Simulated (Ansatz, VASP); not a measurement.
**One calculation of KBr, two programs**

```xyz
2
Lattice="0.0000 3.1876 3.1876 3.1876 0.0000 3.1876 3.1876 3.1876 0.0000" Properties=species:S:1:pos:R:3 pbc="T T T"
K     0.0100    0.0100    0.0100
Br    3.1876    3.1876    3.1876
```

Change from the starting cell: atom 1 moved by [0.01, 0.01, 0.01] A.

Alike in both runs: task single point; functional LDA; k mesh 6 × 6 × 6; no spin polarisation.

|  | VASP | Ansatz |
| --- | --- | --- |
| version | VASP 6.6.1 | Ansatz 0.2.0 |
| potentials or method | VASP PAW LDA potentials, release 64 (K_sv, Br), cutoff 520 eV | all-electron LAPW, scalar-relativistic |
| occupations | gaussian, width 0.01 eV | fixed |

|  | VASP | Ansatz | Ansatz less VASP |
| --- | --- | --- | --- |
| gap on the k mesh at the Fermi level (eV) | 4.32 | 4.32 | -0.008 |
| pressure (GPa) | 0.1 | 0.0 | -0.09 |
| rms of the force components (eV/Å) | 0.017 | 0.016 | -0.0004 |

Atom by atom the forces differ by 0.000 eV/Å (rms over components). Ansatz ran all-electron here, so the differences hold the error of VASP's frozen core and of both bases.
